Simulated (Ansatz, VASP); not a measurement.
## Cross-check of AlNi between VASP and Ansatz

Wanted: the spread between two codes on one cell, functional and k mesh. The structure shown is the end of the Ansatz relaxation below.

Main program and level: Ansatz 0.2.0; plane waves, with VASP 6.6.1 beside it; single point at PBEsol.

## 1. The starting structure

It takes space group P4/mmm (No. 123, tetragonal). The conventional cell has a = 2.885 Å, b = 2.885 Å, c = 2.805 Å, α = 90.00°, β = 90.00°, γ = 90.00°. Ni has 8 Al at 2.48 Å nearest. Al has 8 Ni at 2.48 Å nearest. Farther neighbours are not listed.

## 2. Ansatz: relaxation, PBEsol

Ansatz runs on its PAW soft_1 files.

This run makes the geometry at which the two programs are then compared.

File input.yaml:

```yaml
crystal:
  lattice:
    - [2.876268795, 0.0, 0.0]
    - [0.0, 2.876268795, 0.0]
    - [0.0, 0.0, 2.80471982]
  atoms:
    - { symbol: Ni, position: [0.5, 0.5, 0.5] }
    - { symbol: Al, position: [0.0, 0.0, 0.0] }
kpoints:
  mp_grid: { grid: [15, 15, 15] }
scf:
  occupations: { method: fermi_dirac, width: 0.05 }
hamiltonian:
  xc: pbesol
  pseudopotentials: { kind: paw, azcp: { folder: soft_1 }, xc_functional: pbe }
basis:
  ecutwfc: 600
output:
  forces: true
  stress: true
relax:
  f_tol: 0.005
  max_steps: 70
  cell: { stress_tol: 0.02, p_target: 0, fix: [c, alpha, beta, gamma] }
```

Started as:

```
> ansatz run input.yaml --threads 4 --pin off --max-ram 10240MiB --backend cpu --events-out ev --progress --plain --runs-dir out
```

Numbers of over 12 decimals in the logs are rounded to 6 here.

Log:

```text
Engine: ansatz 0.2.0, x86_64-unknown-linux-gnu
Pseudopotentials: kind: paw
Pseudopotential: Ni, paw, valence charge 18, recommended cutoff 420 eV (normal), soft_1/Ni.paw.azcp
Pseudopotential: Al, paw, valence charge 3, recommended cutoff 420 eV (normal), soft_1/Al.paw.azcp
Functional definition: PBEsol
  exchange = pbesol_x
  correlation = pbesol_c
Crystal: 2 atoms, lattice volume = 23.203 Å³
Basis set: ecut = 600 eV, 751 PW (Γ), exchange–correlation on 48×48×48 points (8 copies of the dense FFT grid, shifted against one another)
Bands: 15, of which v1, the nominal top of the filled ones, is band 11 counted from 1 (10 counted from 0)
Symmetry: 16 space group operations
Space group: P4/mmm (ITA 123), of the structure as read, at distance tolerance 2.9e-5 Å
k-points: 288 of 3375
Non-local potential: Ni, projectors of the file, l = 0: 3, l = 1: 2, l = 2: 3, l = 3: 1
Non-local potential: Al, projectors of the file, l = 0: 2, l = 1: 2, l = 2: 1
PAW form: soft (Blöchl's): semilocal exchange-correlation on the pseudo side does not see the compensation charge
PAW frozen core: Ni, regenerated for the run's functional, and the local potential with it (the file was generated under x = pbe(κ = 0.804, μ = 0.219515), c = pbe(β = 0.066725))
PAW frozen core: Al, regenerated for the run's functional, and the local potential with it (the file was generated under x = pbe(κ = 0.804, μ = 0.219515), c = pbe(β = 0.066725))
PAW one-centre angular grid: Ni, 590 points (default); XC on 64 Gauss nodes
PAW one-centre angular grid: Al, 110 points (default); XC on 64 Gauss nodes
Initial density: superposition of atomic densities (chi_scale 0.1, normalization cell, long waves kept (reshape's long-wave potential 0.00 eV rms))
Initial wavefunctions: pseudopotential atomic-orbital guess
Functional: x = pbesol(κ = 0.804, μ = 0.123457), c = pbesol(β = 0.046)
SCF iter   1: F=—  HF=-6331.222929 eV  |F-HF|=—  |Δ(HF+E_count)|=         —  Δρ=7.45e-2  dr2=1.33e0  ethr=3.10e-3  ⟨swp⟩=4.0  Hψ=19624  notcnv=0
preconditioner: auto → none  [metal: Δε(μ)=0.022 eV  Ē_g=10.325 eV  σ=0.050 eV  W_gap=0.11  n_scr=6 (ndim 8)  ℏωp=27.8 eV  f_vac=0.000  D(μ)=0.76/eV (n_scr^D=6)  sad-step TF]
SCF iter   2: F=—  HF=-6331.077626 eV  |F-HF|=—  |Δ(HF+E_count)|=   1.45e-1  Δρ=5.66e-2  dr2=8.12e-1  ethr=3.10e-3  ⟨swp⟩=2.0  Hψ=7821  notcnv=0  defer=55
SCF iter   3: F=—  HF=-6330.893857 eV  |F-HF|=—  |Δ(HF+E_count)|=   1.84e-1  Δρ=2.19e-2  dr2=1.03e-1  ethr=3.10e-3  ⟨swp⟩=2.0  Hψ=5488  notcnv=0  defer=55
SCF iter   4: F=—  HF=-6330.875339 eV  |F-HF|=—  |Δ(HF+E_count)|=   1.85e-2  Δρ=5.80e-3  dr2=4.28e-3  ethr=4.88e-4  ⟨swp⟩=2.1  Hψ=7748  notcnv=0  defer=52
SCF iter   5: F=—  HF=-6330.875218 eV  |F-HF|=—  |Δ(HF+E_count)|=   1.20e-4  Δρ=9.95e-4  dr2=1.04e-4  ethr=2.04e-5  ⟨swp⟩=2.2  Hψ=7450  notcnv=0  defer=49
SCF iter   6: F=—  HF=-6330.875165 eV  |F-HF|=—  |Δ(HF+E_count)|=   5.35e-5  Δρ=2.39e-4  dr2=6.75e-6  ethr=4.93e-7  ⟨swp⟩=2.2  Hψ=7245  notcnv=0  defer=49
SCF iter   7: F=—  HF=-6330.875172 eV  |F-HF|=—  |Δ(HF+E_count)|=   7.34e-6  Δρ=2.84e-5  dr2=1.07e-7  ethr=3.21e-8  ⟨swp⟩=2.2  Hψ=6264  notcnv=0  defer=49
SCF iter   8: F=-6330.875172 eV  HF=-6330.875172 eV  |F-HF|=7.73e-10  |Δ(HF+E_count)|=   2.68e-8  Δρ=2.15e-6  dr2=8.19e-10  ethr=4.76e-10  ⟨swp⟩=4.5  Hψ=14885  notcnv=0
SCF 1 converged in 8 iterations: F = -6330.875172 eV  dr2 = 8.19e-10
  greatest PAW one-centre occupation: 1.001 electrons in one spin orbital (limit 2), on the Ni atom at site 0 (counted from 0), in its partial waves of l = 1
relax step   1: F+E_penalty+E_count = -6330.87517214 eV  Δ(F+E_penalty+E_count) = +0.000e0 eV  max|allowed force component| = 2.564e-29 eV/Å  Δτ_max = 0.0000 Å  P = +1.847 GPa  Ω = 23.203 Å³  fix = [c, alpha, beta, gamma]  reactions: c +3.186 GPa  (8 SCF iters, dr2 threshold 1.00e-7 eV, accepted)
[...]
relax step   2: F+E_penalty+E_count = -6330.87557871 eV  Δ(F+E_penalty+E_count) = -4.066e-4 eV  max|allowed force component| = 5.128e-29 eV/Å  Δτ_max = 0.0000 Å  P = +1.247 GPa  Ω = 23.282 Å³  energy of the carried Pulay correction = -1.096e-5 eV  fix = [c, alpha, beta, gamma]  reactions: c +2.691 GPa  (6 SCF iters, dr2 threshold 2.00e-7 eV, accepted)
[...]
relax step   3: F+E_penalty+E_count = -6330.87567512 eV  Δ(F+E_penalty+E_count) = -9.641e-5 eV  max|allowed force component| = 6.311e-30 eV/Å  Δτ_max = 0.0000 Å  P = +0.770 GPa  Ω = 23.345 Å³  energy of the carried Pulay correction = -1.980e-5 eV  fix = [c, alpha, beta, gamma]  reactions: c +2.298 GPa  (6 SCF iters, dr2 threshold 2.00e-7 eV, accepted)
[...]
relax step   4: F+E_penalty+E_count = -6330.87569503 eV  Δ(F+E_penalty+E_count) = -1.991e-5 eV  max|allowed force component| = 4.930e-32 eV/Å  Δτ_max = 0.0000 Å  P = +0.770 GPa  Ω = 23.345 Å³  fix = [c, alpha, beta, gamma]  reactions: c +2.298 GPa  stress off target by 5.50e-3 GPa on what of the cell is left free  SCF on the basis re-selected at this cell (its energy is not comparable with the rows above)  (9 SCF iters)
basis re-selected at this cell: Δ(F+E_penalty+E_count) = -1.991e-5 eV, ΔP = -0.000 GPa vs the last step (what re-selecting the basis moved, of the pressure what is left beyond the Pulay correction that the steps carried, after the strain that the cell walked since its last selection, with what the two solves' SCF thresholds leave and, on support functions, any second-order correction that the steps lacked; it is no m [...]
SCF converged after 9 iterations
Free energy (F): -6330.875695 eV
Harris-Foulkes:  -6330.875695 eV  (|F-HF|=1.82e-12)
Internal energy: -6330.868378 eV  (E = F + TS)
E sigma→0 (E₀):  -6330.872037 eV
Entropy (-TS):   -0.007317 eV (-3.658 meV/atom)
Fermi energy:    14.158011 eV
--- Per-component energies (eV) ---
  E_band       = -332.669143
  E_kinetic    = 369.144922
  E_local      = -3714.514335  (includes V_loc(G=0)·N_el)
  E_nonlocal   = -104.887821
  E_hartree    = 1950.153818
  E_xc         = -151.789688
  E_vxc        = -177.622525  (∫ρ·V_xc dr)
  E_paw        = -2081.316755  (= ΣΔE_a)
  E_vpaw       = -605.097281  (= ΣTr[D̂ρ^β])
  E_aug_tail   = 0.000261  (compensation charges beyond the density's cutoff)
  E_ewald      = -2597.875209
  E_core_change = 0.216428  (= ΣΔE_core)
  E_smearing   = -0.007317  (= −TS)
  E_closure    = -0.000000  (closes the sum)
  Σ components = -6330.875695   (vs F -6330.875695, Δ=0.00e0)
--- Forces (eV/Å), atoms counted from 1 ---
  atom   1  Ni     0.00000000     0.00000000     0.00000000
  atom   2  Al    -0.00000000     0.00000000     0.00000000
  max |Σ_I F_I| component: 9.86e-32 eV/Å
--- Stress (GPa, compression-positive) ---
        0.005499       0.000000       0.000000
        0.000000       0.005499       0.000000
        0.000000       0.000000       2.297990
  P = ⅓ Tr σ = 0.7697 GPa (7.697 kbar)
--- Relaxed structure (3 steps of the walk, 3 accepted, 1 SCFs on fresh bases) ---
  F+E_penalty+E_count = -6330.87569503 eV   max|allowed force component| = 4.930e-32 eV/Å   (the final SCF, on the basis selected at the relaxed cell)
  cell:  # Å, volume = 23.3455 Å³
    - [2.885073, 0, 0.0]
    - [0, 2.885073, 0.0]
    - [0.0, 0.0, 2.80471982]
  atoms:
    - { symbol: Ni, position: [0.5, 0.5, 0.5] }
    - { symbol: Al, position: [0, 0, 0.0] }
```

## 3. VASP: single point, PBEsol, pair 1

The same cell, functional, mesh and smearing now go to VASP, with its own data sets.

Lines of VASP's logs that name or quote its potential files are left out, and so is its time.

File INCAR:

```
SYSTEM = AlNi
PREC = Accurate
ENCUT = 600
EDIFF = 1E-06
NELM = 120
ISMEAR = -1
SIGMA = 0.05
LREAL = .FALSE.
ALGO = Normal
GGA = PS
NBANDS = 12
LASPH = .TRUE.
LORBIT = 11
LWAVE = .FALSE.
LCHARG = .FALSE.
ISIF = 2
GGA_COMPAT = .FALSE.
KPAR = 2
```

File POSCAR:

```
AlNi
1.0
    2.8850727146      0.0000000000      0.0000000000
    0.0000000000      2.8850727146      0.0000000000
    0.0000000000      0.0000000000      2.8047198200
Ni Al
1 1
Direct
    0.5000000000      0.5000000000      0.5000000000
    0.0000000000      0.0000000000      0.0000000000
```

File KPOINTS:

```
Automatic mesh
0
Gamma
15 15 15
0 0 0
```

Potentials, in the order of the species: Ni and Al (PBE family, release 64).

Started as:

```
> mpirun -np 2 vasp_std
```

Log:

```text
[banner, memory and clock lines left out]
running    2 mpi-ranks, on    1 nodes
 distrk:  each k-point on    1 cores,    2 groups
 distr:  one band on    1 cores,    1 groups

 POSCAR found type information on POSCAR NiAl
 POSCAR found :  2 types and       2 ions
|                                                                             |
|               ----> ADVICE to this user running VASP <----                  |
|                                                                             |
|     You enforced a specific xc type in the INCAR file but a different       |
|     [... a line on the potential file left out ...]
|     I HOPE YOU KNOW WHAT YOU ARE DOING!                                     |
|                                                                             |

 LDA part: xc-table for (Slater+PW92), standard interpolation
 POSCAR, INCAR and KPOINTS ok, starting setup
 FFT: planning ... GRIDC
 FFT: planning ... GRID_SOFT
 FFT: planning ... GRID
 WAVECAR not read
 entering main loop
       N       E                     dE             d eps       ncg     rms          rms(c)
DAV:   1     0.441555202897E+02    0.44156E+02   -0.61128E+03  6968   0.128E+03
DAV:   2    -0.113846208388E+02   -0.55540E+02   -0.51173E+02  7088   0.208E+02
DAV:   3    -0.132142419863E+02   -0.18296E+01   -0.18053E+01  8384   0.438E+01
DAV:   4    -0.132406833322E+02   -0.26441E-01   -0.26427E-01  7720   0.474E+00
DAV:   5    -0.132414313272E+02   -0.74799E-03   -0.74797E-03  8388   0.894E-01    0.129E+01
DAV:   6    -0.152387468328E+02   -0.19973E+01   -0.54517E+01  7692   0.118E+02    0.162E+01
DAV:   7    -0.116152409898E+02    0.36235E+01   -0.15801E+01  7788   0.698E+01    0.114E+00
DAV:   8    -0.116002326083E+02    0.15008E-01   -0.36946E-01  8448   0.718E+00    0.101E+00
DAV:   9    -0.115855474198E+02    0.14685E-01   -0.48024E-02  8316   0.318E+00    0.219E-01
DAV:  10    -0.115849982696E+02    0.54915E-03   -0.21152E-03  8584   0.697E-01    0.801E-02
DAV:  11    -0.115850014043E+02   -0.31347E-05   -0.63297E-05  8240   0.712E-02    0.245E-02
DAV:  13    -0.115849996591E+02    0.42094E-06   -0.14962E-07  4204   0.534E-03
   1 F= -.11585000E+02 E0= -.11581391E+02  d E =-.721763E-02
```

From OUTCAR (step 3):

```text
ion  position               nearest neighbor table
   1  0.500  0.500  0.500-   2 2.48   2 2.48   2 2.48   2 2.48   2 2.48   2 2.48   2 2.48   2 2.48

  LATTYP: Found a simple tetragonal cell.
 ALAT       =     2.8850727146
 C/A-ratio  =     0.9721487454

 Subroutine GETGRP returns: Found 16 space group operations
 (whereof 16 operations were pure point group operations)

The static configuration has the point symmetry D_4h.

 Found    288 irreducible k-points:

   k-points           NKPTS =    288   k-points in BZ     NKDIM =    288   number of bands    NBANDS=     12

   dimension x,y,z NGX =    24 NGY =   24 NGZ =   24
   dimension x,y,z NGXF=    48 NGYF=   48 NGZF=   48

   ENCUT  =  600.0 eV  44.10 Ry    6.64 a.u.   5.76  5.76  5.60*2*pi/ulx,y,z

   NELECT =      13.0000    total number of electrons

 k-points in reciprocal lattice and weights: Automatic mesh
   0.00000000  0.00000000  0.00000000       0.000
   0.06666667  0.00000000  0.00000000       0.001
   0.13333333  0.00000000  0.00000000       0.001
   0.20000000  0.00000000  0.00000000       0.001
   0.26666667  0.00000000  0.00000000       0.001
   0.33333333  0.00000000  0.00000000       0.001
   0.40000000  0.00000000  0.00000000       0.001
   0.46666667  0.00000000  0.00000000       0.001
   0.06666667  0.06666667  0.00000000       0.001
[...]
0.46666667  0.40000000  0.46666667       0.005
   0.46666667  0.46666667  0.46666667       0.002

 average (electrostatic) potential at core
       1 -81.0643       2 -69.4545

 E-fermi :  10.2245

 k-point     1 :       0.0000    0.0000    0.0000
  band No.  band energies     occupation
    ...
      2       6.8518      2.00000
      3       6.8710      2.00000
      4       8.5710      2.00000
      5       8.6551      2.00000
      6       8.6551      2.00000
      7      15.4755      0.00000
      8      15.4755      0.00000
      9      16.5152      0.00000
     10      18.3238      0.00000
     11      18.5180      0.00000
    ...

 k-point     2 :       0.0667    0.0000    0.0000
  band No.  band energies     occupation
    ...
      2       6.8467      2.00000
      3       6.8867      2.00000
      4       8.5336      2.00000
      5       8.6230      2.00000
      6       8.6587      2.00000
      7      14.6413      0.00000
      8      15.5859      0.00000
      9      16.6200      0.00000
     10      18.4536      0.00000
     11      19.1817      0.00000
    ...

 k-point     3 :       0.1333    0.0000    0.0000
  band No.  band energies     occupation
    ...
      2       6.8038      2.00000
      3       6.9400      2.00000
      4       8.4316      2.00000
      5       8.5346      2.00000
      6       8.6689      2.00000
      7      13.1917      0.00000
      8      15.9071      0.00000
      9      16.9267      0.00000
     10      18.4660      0.00000
     11      20.4520      0.00000
    ...

  Total        0.0287981      0.0287981      0.3670269      0.0000000     -0.0000000      0.0000000
  in kB        1.9763824      1.9763824     25.1886853      0.0000000     -0.0000000      0.0000000
  external PRESSURE =       9.7138167 kB  Pullay stress =       0.0000000 kB

  energy-cutoff  :      600.00
  volume of cell :       23.35
      direct lattice vectors                 reciprocal lattice vectors
     2.885072715  0.000000000  0.000000000     0.346611714  0.000000000  0.000000000
     0.000000000  2.885072715  0.000000000     0.000000000  0.346611714  0.000000000
     0.000000000  0.000000000  2.804719820     0.000000000  0.000000000  0.356541852

 POSITION                                       TOTAL-FORCE (eV/Angst)
 -----------------------------------------------------------------------------------
      1.44254      1.44254      1.40236         0.000000      0.000000      0.000000
      0.00000      0.00000      0.00000         0.000000      0.000000      0.000000
 -----------------------------------------------------------------------------------
    total drift:                                0.000000      0.000000     -0.000000

  FREE ENERGIE OF THE ION-ELECTRON SYSTEM (eV)
  ---------------------------------------------------
  free  energy   TOTEN  =       -11.5849996591 eV

  energy  without entropy=      -11.5777820335  energy(sigma->0) =      -11.58139085

 total charge
# of ion       s       p       d       tot
------------------------------------------
    1        0.490   0.541   8.490   9.521
    2        0.385   0.424   0.000   0.809
--------------------------------------------------
tot          0.875   0.964   8.490  10.329

[... 3 further parts left out ...]
```

The run ends at a pressure of 0.97 GPa.

## 4. Side by side

Known differences besides the potentials themselves: the data sets hold 21 valence electrons in Ansatz (on its PAW soft_1 files) and 13 in VASP; Ansatz makes its cores anew for this functional, VASP keeps those of its PBE data sets; Ansatz's pressure holds a Pulay correction, VASP's none. Total energies have different zeros and are not compared.

The two programs side by side:

```csv
quantity,Ansatz,VASP,difference
pressure (GPa),0.77,0.97,-0.20
```

## 5. Ansatz: relaxation, PBEsol

This run makes the geometry at which the two programs are then compared. The cell compared in this pair holds 23.40 Å³, against 23.35 Å³ for the pair before.

The structure compared here is the end of the Ansatz relaxation.

input.yaml, as its differences from that of step 2:

```diff
@@ -2,5 +2,5 @@
   lattice:
-    - [2.876268795, 0.0, 0.0]
-    - [0.0, 2.876268795, 0.0]
-    - [0.0, 0.0, 2.80471982]
+    - [2.8691138975, 0.0, 0.0]
+    - [0.0, 2.8691138975, 0.0]
+    - [0.0, 0.0, 2.83333941]
   atoms:
```

Started as:

```
> ansatz run input.yaml --threads 4 --pin off --max-ram 10240MiB --backend cpu --events-out ev --progress --plain --runs-dir out
```

Log:

```text
[...]
Crystal: 2 atoms, lattice volume = 23.324 Å³
Basis set: ecut = 600 eV, 751 PW (Γ), exchange–correlation on 48×48×48 points (8 copies of the dense FFT grid, shifted against one another)
Bands: 15, of which v1, the nominal top of the filled ones, is band 11 counted from 1 (10 counted from 0)
Symmetry: 16 space group operations
[...]
k-points: 288 of 3375
[...]
0.001537       0.000000      -0.000000
        0.000000       0.001537      -0.000000
       -0.000000      -0.000000       0.943752
  P = ⅓ Tr σ = 0.3156 GPa (3.156 kbar)
--- Relaxed structure (3 steps of the walk, 3 accepted, 1 SCFs on fresh bases) ---
[...]
cell:  # Å, volume = 23.4005 Å³
    - [2.873842, 0, 0]
    - [0, 2.873842, 0]
    - [0, 0, 2.83333941]
  atoms:
    - { symbol: Ni, position: [0.5, 0.5, 0.5] }
    - { symbol: Al, position: [0, 0, 0] }
[key lines of the parts left out:]
SCF converged after 9 iterations
Free energy (F): -6330.878031 eV
Fermi energy:    14.122740 eV
```

## 6. VASP: single point, PBEsol, pair 2

The same cell, functional, mesh and smearing now go to VASP, with its own data sets.

INCAR is that of step 3.

File POSCAR:

```
AlNi
1.0
    2.8738424608      0.0000000000      0.0000000000
    0.0000000000      2.8738424608      0.0000000000
    0.0000000000      0.0000000000      2.8333394100
Ni Al
1 1
Direct
    0.5000000000      0.5000000000      0.5000000000
    0.0000000000      0.0000000000      0.0000000000
```

KPOINTS is that of step 3.

Started as:

```
> mpirun -np 2 vasp_std
```

Log:

```text
[banner, memory and clock lines left out]
running    2 mpi-ranks, on    1 nodes
[...]
[... a notice as in an earlier step ...]

 LDA part: xc-table for (Slater+PW92), standard interpolation
 POSCAR, INCAR and KPOINTS ok, starting setup
[...]
entering main loop
       N       E                     dE             d eps       ncg     rms          rms(c)
DAV:   1     0.435758581907E+02    0.43576E+02   -0.60931E+03  6952   0.128E+03
DAV:   2    -0.114258014231E+02   -0.55002E+02   -0.50732E+02  7120   0.206E+02
DAV:   3    -0.132108969047E+02   -0.17851E+01   -0.17623E+01  8416   0.433E+01
DAV:   4    -0.132371395373E+02   -0.26243E-01   -0.26232E-01  7732   0.472E+00
[...]
DAV:  11    -0.115874173493E+02   -0.28894E-05   -0.74430E-05  9112   0.802E-02    0.254E-02
DAV:  12    -0.115874159550E+02    0.13943E-05   -0.42748E-06  7432   0.337E-02    0.437E-03
DAV:  13    -0.115874155339E+02    0.42114E-06   -0.30716E-07  4252   0.647E-03
   1 F= -.11587416E+02 E0= -.11583702E+02  d E =-.742725E-02
```

(Part 1 of 2 ends here.)

[Lines on the potential files, build, host, timing and source positions are cut from VASP's logs without a mark.]

[Logs are printed without paths, hosts, clocks, repeated set-up lines and the standing remarks that a program may print on its own settings, such as how far it seeks lower states.]

[Hosts, paths, dates, database ids (printed as entryN), source tags and the programs' standing remarks are cut or masked in the printed files.]
